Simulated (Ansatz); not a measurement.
Runs of Ansatz 0.2.0 on WC. It takes space group Cmmm (No. 65, orthorhombic). The conventional cell has a = 3.281 Å, b = 4.236 Å, c = 4.309 Å, α = 90.00°, β = 90.00°, γ = 90.00°. W (site symmetry mmm) has 4 W at 2.68 Å and 8 C at 2.71 to 3.02 Å as nearest neighbours. C (site symmetry mmm) has 4 C at 2.68 Å and 8 W at 2.71 to 3.02 Å as nearest neighbours. The cell was built by a generator and needn't be a form met in nature.

```tsv
task	level	cell	cutoff (eV)	smearing	points for each segment of the path	gap on the mesh (eV)	pressure (GPa)	relaxed volume (Å³/atom)
relaxation of cell and atoms	revPBE	relaxed	420	fermi-dirac 0.05 eV	-	none	0.0	(a)
band structure	r2SCAN	as given	500	fermi-dirac 0.05 eV	14	none	-35.7	-
single point	PBE	as given	420	gaussian 0.012 eV	-	none	-32.1	-
band structure	BLYP	as given	420	fermi-dirac 0.05 eV	14	none	-24.6	-
relaxation of cell and atoms	BLYP	relaxed	420	fermi-dirac 0.05 eV	-	none	0.0	12.81
```

Alike in all rows: potentials or basis Ansatz PAW; no spin polarisation; k mesh 10 × 10 × 6.

Question: Estimate the missing entries.

Answer: (a) 11.99.

Caveats: the PAW data sets come from PBE, with cores solved anew for the run's functional, which leaves a small shift of forces and pressure (some runs); the plane-wave basis is chosen anew once the cell has moved, so the energies of steps on either side of that aren't comparable (some runs); a pressure of tens of GPa on the cell as given is suspect, and the run, the potentials or the cell itself is likely at fault (some runs); spin-orbit coupling is left out, which moves the levels of the heavy elements (some runs); the volume moved by over 15 % at a fixed basis, so the end points are rough (some runs); so large a pressure means that the cell lies far from this level's equilibrium, or that cutoff or potentials fall short (some runs).

A k mesh can miss the band edges, and the runs leave out spin-orbit coupling on W.

A gap of «none» marks a metal or a gap under the smearing width.
